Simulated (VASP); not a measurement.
Lu:

```
CELL_PARAMETERS angstrom
-1.95411 1.95411 1.95411
1.95411 -1.95411 1.95411
1.95411 1.95411 -1.95411
ATOMIC_POSITIONS crystal
Lu 0.00000 0.00000 0.00000
```

This isn't the form of Lu at room conditions, which is hcp.

- Program: VASP 6.6.1
- Task: relaxation of cell and atoms
- Functional: AM05
- Potentials or basis: VASP PAW PBE potentials, release 64 (Lu)
- Cutoff: 600 eV
- k mesh: 10 × 10 × 10
- Occupations: fermi-dirac, width 0.05 eV
- Spin: no spin polarisation

At the start: pressure -2.2 GPa; volume 29.85 Å³/atom.

Problem. Where does the relaxation end?

Solution. Over 4 steps the energy falls by 10.7 meV/atom and the volume is 28.38 Å³/atom (-4.9 %); space group Im-3m (No. 229, to 0.05 Å).

The path:
| step | energy change (eV) | largest force (eV/Å) | pressure (GPa) | volume (Å³) |
| --- | --- | --- | --- | --- |
| 1 | 0.0000 | 0.0000 | -2.20 | 29.85 |
| 2 | -0.0105 | 0.0000 | 0.36 | 28.11 |
| 3 | -0.0108 | 0.0000 | 0.08 | 28.33 |
| 4 | -0.0107 | 0.0000 | -0.02 | 28.38 |

Final structure:
```xyz
1
Lattice="-1.9215 1.9215 1.9215 1.9215 -1.9215 1.9215 1.9215 1.9215 -1.9215" Properties=species:S:1:pos:R:3 pbc="T T T"
Lu    0.0000    0.0000    0.0000
```

Caveat: the PAW data sets were made with another functional, which shifts forces and pressure a little.
